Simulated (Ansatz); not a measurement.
The cell is COD entry 1533530, as deposited and not checked against the literature; nothing was relaxed.

Te: DFT, LDA, all-electron LAPW, scalar-relativistic (Ansatz 0.2.0).

Command: `ansatz run input.yaml --threads 1 --pin off --max-ram 6144MiB --backend cpu --events-out ev --progress --plain --runs-dir out` The run took 2.2 min on 1 thread of Arm Neoverse V1, with other jobs on the host, peak memory 0.76 GiB.

```yaml
crystal:
  lattice:
    - [4.2341, -2.3712, 0.0]
    - [4.2341, 2.3712, 0.0]
    - [-0.13045, 0.0, 3.95735]
  atoms:
    - { symbol: Te, position: [0.676, 0.676, 0.675] }
    - { symbol: Te, position: [0.324, 0.324, 0.325] }
    - { symbol: Te, position: [0.0, 0.0, 0.0] }
kpoints:
  mp_grid: { grid: [8, 8, 8] }
  band_path:
    path:
      - [0.0, 0.0, 0.0]
      - [-0.3284920764, 0.3284920764, 0.0]
      - [-0.6715079236, -0.3284920764, 0.0]
      - [-0.5, -0.5, 0.0]
      - [0.0, 0.0, 0.0]
      - [-0.5, -0.5, 0.5]
      - [-0.6770386277, -0.3229613723, 0.5]
      - [-0.3229613723, 0.3229613723, 0.5]
      - [0.0, 0.0, 0.5]
    npoints: 14
scf:
  occupations: { method: fermi_dirac, width: 0.05 }
hamiltonian:
  xc: lda
  pseudopotentials: { kind: all_electron, lapw: { basis_error: 0.001 } }
output:
  forces: true
  stress: true
  eigenvalues: true
  populations: true
  dos: { projected: true, de: 0.2, e_range: [-14, 8] }
```

Output:

```
Te: projections on atomic orbitals take those of the free atom 1s2 2s2 2p6 3s2 3p6 3d10 4s2 4p6 4d10 5s2 5p4, of charge +0.00 (hamiltonian.pseudopotentials.projection_atoms)
LAPW: plane waves up to 7.395 Å⁻¹, error target 1.0e-3 eV per atom; small_component_spin mean_spin; Te in spheres of 1.496 Å, 24 of its electrons in bands, Dirac shells []
Engine: ansatz 0.2.0
Pseudopotentials: kind: all_electron
Pseudopotential: Te, LAPW, valence charge 24, Koelling and Harmon's equation, gaussian nucleus
Functional definition: SPW92
  exchange = slater_x
  correlation = pw_c
Crystal: 3 atoms, lattice volume = 79.463 Å³
Basis set: ecut = 208.32922827823032 eV, 553 PW (Γ), exchange–correlation at level 2
Bands: 44, of which v1, the nominal top of the filled ones, is band 36 counted from 1 (35 counted from 0)
Symmetry: 4 space group operations
Space group: C2/m (ITA 12), of the structure as read, at distance tolerance 4.3e-5 Å
k-points: 150 of 512
Non-local potential: Te, projectors of the file, none
Initial density: superposition of atomic densities (chi_scale 0.1, normalization cell)
Initial wavefunctions: plane waves of lowest kinetic energy (no species holds an atomic orbital)
Functional: x = slater, c = lda
iter 1 solved again at ethr=4.52e-5 eV; its pass at ethr=1.00e-1 eV (dr2=3.25e-2 eV) is discarded
SCF iter   1: F=—  HF=-554195.042666 eV  |F-HF|=—  |Δ(HF+E_count)|=         —  Δρ=8.58e-3  dr2=3.25e-2  ethr=4.52e-5  ⟨swp⟩=3.1  Hψ=46649  notcnv=0
preconditioner: auto → Kerker (q_TF=auto, 2.684 Å⁻¹)  [metal: Δε(μ)=0.008 eV  Ē_g=11.113 eV  σ=0.050 eV  W_gap=0.04  n_scr=26 (ndim 8)  ℏωp=17.7 eV  f_vac=0.000  D(μ)=1.82/eV (n_scr^D=8)]
SCF iter   2: F=—  HF=-554195.029643 eV  |F-HF|=—  |Δ(HF+E_count)|=   1.30e-2  Δρ=5.43e-3  dr2=1.42e-2  ethr=4.52e-5  ⟨swp⟩=2.0  Hψ=19265  notcnv=0
SCF iter   3: F=—  HF=-554195.028667 eV  |F-HF|=—  |Δ(HF+E_count)|=   9.75e-4  Δρ=1.83e-3  dr2=1.94e-3  ethr=1.97e-5  ⟨swp⟩=2.0  Hψ=19265  notcnv=0
SCF iter   4: F=—  HF=-554195.028686 eV  |F-HF|=—  |Δ(HF+E_count)|=         —  Δρ=6.36e-4  dr2=2.98e-4  ethr=2.70e-6  ⟨swp⟩=2.0  Hψ=19260  notcnv=0
the basis was enlarged: its passes take 115.6 KiB over the memory plan, 1 of 1 planned eigensolver slots
iter 5 solved again at ethr=1.84e-8 eV; its pass at ethr=4.14e-7 eV (dr2=1.33e-5 eV) is discarded
SCF iter   5: F=—  HF=-554195.028632 eV  |F-HF|=—  |Δ(HF+E_count)|=   5.31e-5  Δρ=1.13e-4  dr2=1.33e-5  ethr=1.84e-8  ⟨swp⟩=2.0  Hψ=32675  notcnv=0
SCF iter   6: F=—  HF=-554195.028632 eV  |F-HF|=—  |Δ(HF+E_count)|=   4.94e-7  Δρ=4.49e-5  dr2=2.51e-6  ethr=1.84e-8  ⟨swp⟩=2.0  Hψ=19262  notcnv=0
SCF iter   7: F=—  HF=-554195.028632 eV  |F-HF|=—  |Δ(HF+E_count)|=   2.13e-7  Δρ=2.33e-5  dr2=7.97e-7  ethr=3.49e-9  ⟨swp⟩=2.0  Hψ=19262  notcnv=0
SCF iter   8: F=—  HF=-554195.028631 eV  |F-HF|=—  |Δ(HF+E_count)|=   2.53e-7  Δρ=1.01e-5  dr2=1.21e-7  ethr=1.11e-9  ⟨swp⟩=2.0  Hψ=19262  notcnv=0
SCF iter   9: F=-554195.028631 eV  HF=-554195.028631 eV  |F-HF|=3.49e-9  |Δ(HF+E_count)|=   6.40e-9  Δρ=3.10e-6  dr2=7.30e-9  ethr=1.69e-10  ⟨swp⟩=2.0  Hψ=19262  notcnv=0
SCF 1 converged in 9 iterations: F = -554195.028631 eV  dr2 = 7.30e-9
NSCF: frozen V_eff on 113 k-points
SCF converged after 9 iterations
Free energy (F): -554195.028631 eV
Harris-Foulkes:  -554195.028631 eV  (|F-HF|=3.49e-9)
Internal energy: -554195.014122 eV  (E = F + TS)
E sigma→0 (E₀):  -554195.021377 eV
Entropy (-TS):   -0.014510 eV (-4.837 meV/atom)
Fermi energy:    14.868102 eV
--- Per-component energies (eV) ---
  E_band       = -3086.308914
  E_kinetic    = 585136.313281
  E_xc         = -13912.741221
  E_electrostatic = -1125418.586182  (all electrons and nuclei)
  E_smearing   = -0.014510  (= −TS)
  E_closure    = 0.000000  (closes the sum)
  E_atoms      = -554183.933423  (free atoms, spherical and without spin; not in F)
  Σ components = -554195.028631   (vs F -554195.028631, Δ=0.00e0)
  Basis errors (estimates in eV, not in F): energy 3.2e-4 per atom: plane waves 3.0e-4 (1.6e-4 summed), levels above the bands 5.7e-72, relativity 2.3e-9, radial functions 2.5e-5, core shells 1.8e-9; eigenvalues (radial functions only) 1.4e-6; not estimated: angular momenta, meshes, grids; target (lapw.basis_error) 1.0e-3; muffin-tin radii Te 1.496 Å
--- Forces (eV/Å), atoms counted from 1 ---
  atom   1  Te    -0.40401145    -0.00000000    -0.19870619
  atom   2  Te     0.40401145     0.00000000     0.19870619
  atom   3  Te     0.00000000     0.00000000     0.00000000
  max |Σ_I F_I| component: 5.55e-17 eV/Å
--- Stress (GPa, compression-positive) ---
        4.093062       0.000000       0.987597
        0.000000       4.268710       0.000000
        0.987597       0.000000       5.876092
  P = ⅓ Tr σ = 4.7460 GPa (47.460 kbar)
--- Band table (eV; the first three rows and the last of 150) ---
  k-point 0: bands = ["-144.5968", "-144.5614", "-144.5613", "-94.8660", "-94.8256", "-94.8127", "-94.8115", "-94.8011", "-94.8005", "-94.7565", "-94.7283", "-94.7280", "-22.4908", "-22.4801", "-22.4443", "-22.4366", "-22.4221", "-22.4104", "-22.3832", "-22.3603", "-22.3570", "-22.3515", "-22.3419", "-22.3418", "-22.3372", "-22.3287", "-22.3242", "0.0158", "5.1828", "5.2266", "10.1797", "10.4498", "10.9622", "10.9833", "12.7039", "13.0103", "16.4086", "17.7790", "18.1167", "20.6426", "20.9899", "22.2431", "22.4074", "22.5199"]
  k-point 1: bands = ["-144.5968", "-144.5614", "-144.5613", "-94.8660", "-94.8256", "-94.8127", "-94.8115", "-94.8011", "-94.8005", "-94.7565", "-94.7283", "-94.7280", "-22.4899", "-22.4789", "-22.4448", "-22.4379", "-22.4221", "-22.4125", "-22.3843", "-22.3605", "-22.3564", "-22.3538", "-22.3468", "-22.3380", "-22.3336", "-22.3257", "-22.3238", "0.1425", "4.5643", "5.7213", "10.2363", "10.5373", "11.1094", "11.1139", "11.9267", "13.7316", "15.7680", "17.0831", "17.4223", "19.8053", "20.6274", "20.9447", "22.7717", "23.2970"]
  k-point 2: bands = ["-144.5968", "-144.5614", "-144.5613", "-94.8660", "-94.8256", "-94.8127", "-94.8115", "-94.8011", "-94.8005", "-94.7565", "-94.7283", "-94.7280", "-22.4876", "-22.4759", "-22.4457", "-22.4405", "-22.4230", "-22.4182", "-22.3866", "-22.3620", "-22.3557", "-22.3550", "-22.3507", "-22.3349", "-22.3277", "-22.3233", "-22.3197", "0.5168", "3.7578", "6.1633", "10.3819", "10.7582", "11.3884", "11.5145", "11.6288", "13.7921", "14.4749", "15.7334", "16.0719", "19.0020", "19.4025", "20.6769", "24.9313", "25.0223"]
  k-point 149: bands = ["-144.5968", "-144.5614", "-144.5613", "-94.8660", "-94.8256", "-94.8127", "-94.8115", "-94.8009", "-94.8007", "-94.7565", "-94.7282", "-94.7281", "-22.4922", "-22.4818", "-22.4282", "-22.4280", "-22.4091", "-22.4058", "-22.4015", "-22.3699", "-22.3614", "-22.3553", "-22.3550", "-22.3436", "-22.3331", "-22.3237", "-22.3139", "2.7614", "3.2464", "3.5740", "7.9775", "10.8811", "10.9147", "10.9535", "11.1240", "16.3824", "16.5380", "17.0674", "17.5012", "21.7616", "22.0763", "22.1113", "22.1750", "23.5840"]
--- Löwdin populations: 3 sites ---
  site symbol       q [e]
     0     Te     51.9380
     1     Te     51.9380
     2     Te     51.9178
  spilling = 0.001322 (of n_electrons = 156.000000)
```

populations.tsv:

```
# site	symbol	l	j	q
# orbitals = lowdin
# n_electrons = 156.000000
# spilling = 0.001322
# projection_atom_Te: 1s2 2s2 2p6 3s2 3p6 3d10 4s2 4p6 4d10 5s2 5p4
0	Te	0_1S	-	1.999999
0	Te	0_2S	-	1.999994
0	Te	0_3S	-	1.999917
0	Te	0_4S	-	1.999044
0	Te	0_5S	-	1.942297
0	Te	1_2P	-	5.999999
0	Te	1_3P	-	5.999974
0	Te	1_4P	-	5.999032
0	Te	1_5P	-	3.998364
0	Te	2_3D	-	9.999989
0	Te	2_4D	-	9.999372
1	Te	0_1S	-	1.999999
1	Te	0_2S	-	1.999994
1	Te	0_3S	-	1.999917
1	Te	0_4S	-	1.999044
1	Te	0_5S	-	1.942297
1	Te	1_2P	-	5.999999
1	Te	1_3P	-	5.999974
1	Te	1_4P	-	5.999032
1	Te	1_5P	-	3.998364
1	Te	2_3D	-	9.999989
1	Te	2_4D	-	9.999372
2	Te	0_1S	-	1.999999
2	Te	0_2S	-	1.999994
2	Te	0_3S	-	1.999920
2	Te	0_4S	-	1.999084
2	Te	0_5S	-	1.944026
2	Te	1_2P	-	5.999999
2	Te	1_3P	-	5.999973
2	Te	1_4P	-	5.998983
2	Te	1_5P	-	3.976436
2	Te	2_3D	-	9.999989
2	Te	2_4D	-	9.999391
```
